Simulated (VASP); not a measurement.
# Rb (P6/mmm) in VASP: further runs

Runs on Rb. Level: RPBE. Tasks: single point.

Program: VASP 6.6.1. These are calculated values, not measurements. Logs are shortened: lines on timing, memory, paths and dates and some standing lists are left out, and cuts for length are marked.

## 1. Starting point

Symmetry: P6/mmm, No. 191, hexagonal system. The conventional cell has a = 8.369 Å, b = 8.369 Å, c = 5.008 Å, α = 90.00°, β = 90.00°, γ = 120.00°.

This isn't the form of Rb at room conditions, which is bcc.

## 2. Single point, RPBE

INCAR

```
PREC     = Accurate       # precision mode
ENCUT    = 520            # plane-wave cutoff, eV
EDIFF    = 1E-6           # SCF threshold, eV
ISMEAR   = -1             # smearing method
SIGMA    = 0.1            # smearing width, eV
LREAL    = F              # projectors in reciprocal space
LASPH    = T              # aspherical terms in the spheres
NELM     = 60             # most SCF steps
ALGO     = Fast           # electronic algorithm
ISIF     = 2              # what is computed and relaxed
LWAVE    = F              # write WAVECAR
LCHARG   = F              # write CHGCAR
GGA      = RP             # functional
NBANDS   = 20             # bands
```

KPOINTS

```
regular mesh
0
Gamma
  6 6 8
```

POSCAR

```
Rb
1.0
    8.3690536988      0.0000000000      0.0000000000
   -4.1845268494      7.2478131088      0.0000000000
    0.0000000000      0.0000000000      5.0083928301
Rb
3
Direct
    1.0000000000      1.0000000000      0.0000000000
    0.3333333333      0.6666666667      0.5000000000
    0.6666666667      0.3333333333      0.5000000000
```

Potentials or basis: VASP PAW PBE potentials, release 64 (Rb_sv).

Launch:

```
$ cat potpaw_PBE.64/Rb_sv/POTCAR > POTCAR
$ mpirun -np 1 vasp_std > vasp.out
```

OUTCAR:

```text
PREC = Accurate
   ENCUT = 520
   EDIFF = 1E-6
   ISMEAR = -1
   LREAL = F
   LASPH = T
   NELM = 60
   ISIF = 2
   GGA = RP

 ion  position               nearest neighbor table
   1  0.000  0.000  0.000-   2 5.44   3 5.44   2 5.44   3 5.44   3 5.44   3 5.44   2 5.44   2 5.44
                             3 5.44   3 5.44   2 5.44   2 5.44
   2  0.333  0.667  0.500-   3 4.83   3 4.83   3 4.83   1 5.44   1 5.44   1 5.44   1 5.44   1 5.44
                             1 5.44
   3  0.667  0.333  0.500-   2 4.83   2 4.83   2 4.83   1 5.44   1 5.44   1 5.44   1 5.44   1 5.44
                             1 5.44

  LATTYP: Found a hexagonal cell.
 ALAT       =     8.3690536988
 C/A-ratio  =     0.5984419518

  Lattice vectors:

 A1 = (   8.3690536988,   0.0000000000,   0.0000000000)
 A2 = (  -4.1845268494,   7.2478131088,   0.0000000000)
 A3 = (   0.0000000000,   0.0000000000,   5.0083928301)

Analysis of symmetry for initial positions (statically):
=====================================================================
 Subroutine PRICEL returns:
 Original cell was already a primitive cell.

 Routine SETGRP: Setting up the symmetry group for a
 hexagonal supercell.

 Subroutine GETGRP returns: Found 24 space group operations
 (whereof 24 operations were pure point group operations)
 out of a pool of 24 trial point group operations.

The static configuration has the point symmetry D_6h.

Analysis of symmetry for dynamics (positions and initial velocities):
=====================================================================
 Subroutine PRICEL returns:
 Original cell was already a primitive cell.

 Routine SETGRP: Setting up the symmetry group for a
 hexagonal supercell.

 Subroutine GETGRP returns: Found 24 space group operations
 (whereof 24 operations were pure point group operations)
 out of a pool of 24 trial point group operations.

The dynamic configuration has the point symmetry D_6h.

 Subroutine INISYM returns: Found 24 space group operations
 (whereof 24 operations are pure point group operations),
 and found     1 'primitive' translations

----------------------------------------------------------------------------------------

                                     Primitive cell

  volume of cell :     303.7958

  direct lattice vectors                    reciprocal lattice vectors
     8.369053699  0.000000000  0.000000000     0.119487822  0.068986326  0.000000000
    -4.184526849  7.247813109  0.000000000     0.000000000  0.137972653  0.000000000
     0.000000000  0.000000000  5.008392830     0.000000000  0.000000000  0.199664849

  length of vectors
     8.369053699  8.369053699  5.008392830     0.137972653  0.137972653  0.199664849

  position of ions in fractional coordinates (direct lattice)
     0.000000000  0.000000000  0.000000000
     0.333333333  0.666666667  0.500000000
     0.666666667  0.333333333  0.500000000

  ion indices of the primitive-cell ions
   primitive index   ion index
                 1           1
                 2           2
                 3           3

----------------------------------------------------------------------------------------

 KPOINTS: regular mesh

Automatic generation of k-mesh.
 Grid dimensions read from file:
 generate k-points for:    6    6    8

 Generating k-lattice:

  Cartesian coordinates                     Fractional coordinates (reciprocal lattice)
     0.019914637  0.011497721  0.000000000     0.166666667  0.000000000  0.000000000
     0.000000000  0.022995442  0.000000000     0.000000000  0.166666667  0.000000000
     0.000000000  0.000000000  0.024958106     0.000000000  0.000000000  0.125000000

  Length of vectors
     0.022995442  0.022995442  0.024958106

  Shift w.r.t. Gamma in fractional coordinates (k-lattice)
     0.000000000  0.000000000  0.000000000

 Subroutine IBZKPT returns following result:
 ===========================================

 Found     35 irreducible k-points:

 Following reciprocal coordinates:
            Coordinates               Weight
  0.000000  0.000000  0.000000      1.000000
  0.166667  0.000000  0.000000      6.000000
  0.333333  0.000000  0.000000      6.000000
  0.500000  0.000000  0.000000      3.000000
  0.166667  0.166667  0.000000      6.000000
  0.333333  0.166667  0.000000     12.000000
[... 16 lines left out ...]
  0.166667  0.000000  0.375000     12.000000
  0.333333  0.000000  0.375000     12.000000
 [... further k-points ...]
   k-points           NKPTS =     35   k-points in BZ     NKDIM =     35   number of bands    NBANDS=     20
   number of dos      NEDOS =    301   number of ions     NIONS =      3
   total plane-waves  NPLWV = 163840
   dimension x,y,z NGX =    64 NGY =   64 NGZ =   40
   dimension x,y,z NGXF=   128 NGYF=  128 NGZF=   80
   ions per type =               3
   NGX,Y,Z   is equivalent  to a cutoff of  12.71, 12.71, 13.28 a.u.
   NGXF,Y,Z  is equivalent  to a cutoff of  25.43, 25.43, 26.55 a.u.
 SYSTEM =  unknown system
   PREC   = accura    normal or accurate (medium, high low for compatibility)
   ISTART =      0    job   : 0-new  1-cont  2-samecut
   ICHARG =      2    charge: 1-file 2-atom 10-const
   ISPIN  =      1    spin polarized calculation?
   LNONCOLLINEAR =      F non collinear calculations
   LSORBIT =      F    spin-orbit coupling
   LASPH  =      T    aspherical Exc in radial PAW
   ENCUT  =  520.0 eV  38.22 Ry    6.18 a.u.  15.56 15.56  9.31*2*pi/ulx,y,z
   NELM   =     60;   NELMIN=  2; NELMDL= -5     # of ELM steps
   EDIFF  = 0.1E-05   stopping-criterion for ELM
   LREAL  =      F    real-space projection
   EDIFFG = 0.1E-04   stopping-criterion for IOM
   NSW    =      0    number of steps for IOM
   IBRION =     -1    ionic relax: 0-MD 1-quasi-New 2-CG
   NFREE  =      0    steps in history (QN), initial steepest desc. (CG)
   ISIF   =      2    stress and relaxation
   ISYM   =      2    0-nonsym 1-usesym 2-fastsym
   POTIM  = 0.5000    time-step for ionic-motion
   TEBEG  =    0.0;   TEEND  =   0.0 temperature during run
   PSTRESS=    0.0 pullay stress
   NELECT =      27.0000    total number of electrons
   NUPDOWN=      -1.0000    fix difference up-down
   EMIN   =  10.00;   EMAX   =-10.00  energy-range for DOS
   EFERMI =   0.00;   METHOD = LEGACY
   ISMEAR =    -1;   SIGMA  =   0.10  broadening in eV -4-tet -1-fermi 0-gaus
   EFERMI_NEDOS =   21; number of points for ismear=-14 and -15
   IALGO  =     68    algorithm
   IMIX   =      4    mixing-type and parameters
     AMIX     =   0.40;   BMIX     =  1.00
     AMIX_MAG =   1.60;   BMIX_MAG =  1.00
  volume/ion in A,a.u.               =     101.27       683.37
  Fermi-wavevector in a.u.,A,eV,Ry     =   0.730582  1.380599  7.262106  0.533750
  Thomas-Fermi vector in A             =   1.822587
   LORBIT       =      0    0 simple, 1 ext, 2 COOP (PROOUT), +10 PAW based schemes
   GGA     = RP    functional components
   LHFCALC =     F    Hartree Fock is set to
   AEXX    =    0.0000 exact exchange contribution
   IVDW    =     0    specifies the selected vdW correction
   LEPSILON=     F    determine dielectric tensor
   LRPA    =     F    only Hartree local field effects (RPA)
 non-spin polarized calculation
 RMM-DIIS sequential band-by-band and
  energy-cutoff  :      520.00
  volume of cell :      303.80
 maximum number of plane-waves:      8212
 NGX is ok and might be reduce to    64
   NGX = 31   NGY = 31   NGZ = 19

 number of electron      27.0000000 magnetization

 Free energy of the ion-electron system (eV)
  ---------------------------------------------------
  ext. energy  EPLUGINS =         0.00000000
  ---------------------------------------------------
  free energy    TOTEN  =        -2.49687880 eV

  energy without entropy =       -2.40163178  energy(sigma->0) =       -2.44925529

 E-fermi :  -0.0854     XC(G=0):  -5.0871

 val. band max:       -0.0892314950   @ k =   0.1667   0.0000   0.5000
 cond. band min:      -0.0764419577   @ k =   0.1667   0.1667   0.0000
 fundamental gap:      0.0127895372
 Fermi energy:        -0.0854445976

 k-point     1 :       0.0000    0.0000    0.0000
  band No.  band energies     occupation
      1     -29.1368      2.00000
      2     -29.1333      2.00000
      3     -29.0601      2.00000
      4     -13.2528      2.00000
      5     -13.2528      2.00000
      6     -13.2077      2.00000
[... 12 lines left out ...]
     19       1.2069      0.00000
     20       2.9777      0.00000

 k-point     2 :       0.1667    0.0000    0.0000
  band No.  band energies     occupation
      1     -29.1365      2.00000
      2     -29.1335      2.00000
      3     -29.0601      2.00000
      4     -13.2547      2.00000
      5     -13.2512      2.00000
      6     -13.2081      2.00000
[... 12 lines left out ...]
     19       1.7968      0.00000
     20       3.0480      0.00000

 k-point     3 :       0.3333    0.0000    0.0000
  band No.  band energies     occupation
      1     -29.1360      2.00000
      2     -29.1340      2.00000
      3     -29.0601      2.00000
      4     -13.2580      2.00000
      5     -13.2456      2.00000
      6     -13.2123      2.00000
[... 12 lines left out ...]
     19       2.3894      0.00000
     20       2.7956      0.00000

 k-point     4 :       0.5000    0.0000    0.0000
  band No.  band energies     occupation
      1     -29.1356      2.00000
      2     -29.1345      2.00000
      3     -29.0601      2.00000
      4     -13.2596      2.00000
      5     -13.2405      2.00000
      6     -13.2173      2.00000
[... 429 lines left out ...]
 k-point    23 :       0.1667    0.0000    0.3750
  band No.  band energies     occupation
      1     -29.1354      2.00000
      2     -29.1324      2.00000
      3     -29.0589      2.00000
      4     -13.2491      2.00000
      5     -13.2482      2.00000
      6     -13.2458      2.00000
[... 12 lines left out ...]
     19       2.1766      0.00000
     20       2.4971      0.00000

 k-point    24 :       0.3333    0.0000    0.3750
  band No.  band energies     occupation
      1     -29.1349      2.00000
      2     -29.1329      2.00000
      3     -29.0589      2.00000
      4     -13.2511      2.00000
      5     -13.2470      2.00000
      6     -13.2410      2.00000
[... 12 lines left out ...]
     19       1.6976      0.00000
     20       2.4855      0.00000

 [... further k-points ...]

------------------------ aborting loop because EDIFF is reached ----------------------------------------

  FORCE on cell =-STRESS in cart. coord.  units (eV):
  Direction    XX          YY          ZZ          XY          YZ          ZX
  --------------------------------------------------------------------------------------
  -------------------------------------------------------------------------------------
  Total        0.0306715      0.0306715      0.0251372      0.0000000     -0.0000000      0.0000000
  in kB        0.1617574      0.1617574      0.1325702      0.0000000     -0.0000000      0.0000000
  external PRESSURE =       0.1520283 kB  Pullay stress =       0.0000000 kB

 VOLUME and BASIS-vectors are now :
 -----------------------------------------------------------------------------
  energy-cutoff  :      520.00
  volume of cell :      303.80
      direct lattice vectors                 reciprocal lattice vectors
     8.369053699  0.000000000  0.000000000     0.119487822  0.068986326  0.000000000
    -4.184526849  7.247813109  0.000000000     0.000000000  0.137972653  0.000000000
     0.000000000  0.000000000  5.008392830     0.000000000  0.000000000  0.199664849

 POSITION                                       TOTAL-FORCE (eV/Angst)
 -----------------------------------------------------------------------------------
      0.00000      0.00000      0.00000        -0.000000      0.000000      0.000000
     -0.00000      4.83188      2.50420        -0.000000      0.000000      0.000000
      4.18453      2.41594      2.50420         0.000000     -0.000000      0.000000
 -----------------------------------------------------------------------------------
    total drift:                                0.000000     -0.000000      0.000000

  FREE ENERGIE OF THE ION-ELECTRON SYSTEM (eV)
  ---------------------------------------------------
  free  energy   TOTEN  =        -2.4968788022 eV

  energy  without entropy=       -2.4016317777  energy(sigma->0) =       -2.44925529
```

Wall time 2.8 min (1 thread of Intel Xeon 6975P-C (Granite Rapids), shared host); peak memory 0.48 GiB.

What came out:

- Free energy: -2.4969 eV
- Pressure: 0.0 GPa
- Band gap on the k mesh: none (metal or under the smearing width)

Caveat: the PAW data sets were made with another functional, which shifts forces and pressure a little.

## 3. Single point, RPBE

This run uses another cell than the first one, of 109.37 Å³/atom, 1.080 times its volume.

INCAR

```
SYSTEM = Rb
PREC = Accurate
ENCUT = 520
EDIFF = 1E-7
ISMEAR = -1
SIGMA = 0.1
LREAL = .FALSE.
LASPH = .TRUE.
NELM = 100
ALGO = Normal
ISIF = 2
LWAVE = .FALSE.
LCHARG = .TRUE.
GGA = RP
LELF = .TRUE.
LVHAR = .TRUE.
NBANDS = 20
```

KPOINTS

```
regular mesh
0
G
  5 5 7
  0 0 0
```

POSCAR

```
Rb
1.0
    8.5865283128      0.0000000000      0.0000000000
   -4.2932641564      7.4361516492      0.0000000000
    0.0000000000      0.0000000000      5.1385387626
Rb
3
Direct
    1.0000000000      1.0000000000      0.0000000000
    0.3333333333      0.6666666667      0.5000000000
    0.6666666667      0.3333333333      0.5000000000
```

Potentials or basis: VASP PAW PBE potentials, release 64 (Rb_sv).

Launch:

```
$ cat potpaw_PBE.64/Rb_sv/POTCAR > POTCAR
$ mpirun -np 1 vasp_std > vasp.out
```

Run time: 67 s. Hardware: 1 thread of Intel Xeon 6975P-C (Granite Rapids), shared host; peak memory 0.44 GiB.

Results (log left out):

```yaml
Free_energy: -2.4903 eV
Pressure: -0.1 GPa
Band_gap_on_the_k_mesh: none (metal or under the smearing width)
```

Levels at points of the mesh, in eV from the Fermi level:
| k point | band 9 | band 10 | band 11 | band 12 | band 13 | band 14 | band 15 | band 16 | band 17 | band 18 |
| --- | --- | --- | --- | --- | --- | --- | --- | --- | --- | --- |
| (0.00, 0.00, 0.00) | -13.15 | -13.10 | -13.10 | -13.09 | -1.72 | 0.99 | 0.99 | 1.00 | 1.00 | 1.09 |

Caveat: the PAW data sets were made with another functional, which shifts forces and pressure a little.

## 4. Single point, RPBE

This run uses another cell than the first one, of 93.16 Å³/atom, 0.920 times its volume.

INCAR

```
PREC     = Accurate       # precision mode
ENCUT    = 520            # plane-wave cutoff, eV
EDIFF    = 1E-6           # SCF threshold, eV
ISMEAR   = -1             # smearing method
SIGMA    = 0.1            # smearing width, eV
LREAL    = F              # projectors in reciprocal space
LASPH    = T              # aspherical terms in the spheres
NELM     = 80             # most SCF steps
ALGO     = Normal         # electronic algorithm
ISIF     = 2              # what is computed and relaxed
LWAVE    = F              # write WAVECAR
LCHARG   = T              # write CHGCAR
GGA      = RP             # functional
LELF     = T              # ELF
LVHAR    = T            
NBANDS   = 20             # bands
```

KPOINTS

```
regular mesh
0
Gamma
  5 5 7
```

POSCAR

```
Rb
1.0
    8.1396481135      0.0000000000      0.0000000000
   -4.0698240567      7.0491420441      0.0000000000
    0.0000000000      0.0000000000      4.8711069039
Rb
3
Direct
    1.0000000000      1.0000000000      0.0000000000
    0.3333333333      0.6666666667      0.5000000000
    0.6666666667      0.3333333333      0.5000000000
```

Launch:

```
$ cat potpaw_PBE.64/Rb_sv/POTCAR > POTCAR
$ mpirun -np 1 vasp_std > vasp.out
```

Run time: 47 s. Hardware: 1 thread of Intel Xeon 6975P-C (Granite Rapids), shared host; peak memory 0.4 GiB.

Results (log left out):

```yaml
Free_energy: -2.4843 eV
Pressure: 0.2 GPa
Band_gap_on_the_k_mesh: none (metal or under the smearing width)
```

Levels at points of the mesh, in eV from the Fermi level:
```
           k point  band 9  band 10  band 11  band 12  band 13  band 14  band 15  band 16  band 17  band 18
(0.00, 0.00, 0.00)  -13.05   -12.99   -12.99   -12.97    -1.92     1.04     1.04     1.05     1.05     1.15
```

Caveat: the PAW data sets were made with another functional, which shifts forces and pressure a little.

## 5. Overview

```tsv
cell	k mesh	gap on the mesh (eV)	pressure (GPa)
P6/mmm, 101.27 Å³/atom	6 × 6 × 8	none	0.0
P6/mmm, 109.37 Å³/atom	5 × 5 × 7	none	-0.1
P6/mmm, 93.16 Å³/atom	5 × 5 × 7	none	0.2
```

Alike in all rows: task single point; level RPBE; potentials or basis VASP PAW PBE potentials, release 64 (Rb_sv); no spin polarisation; cutoff (eV) 520; smearing fermi-dirac 0.1 eV.

Every run on the cell as given and a fine mesh finds a metal.

Caveats: the PAW data sets were made with another functional, which shifts forces and pressure a little.

Absolute energies hang on the potentials; compare differences alone.
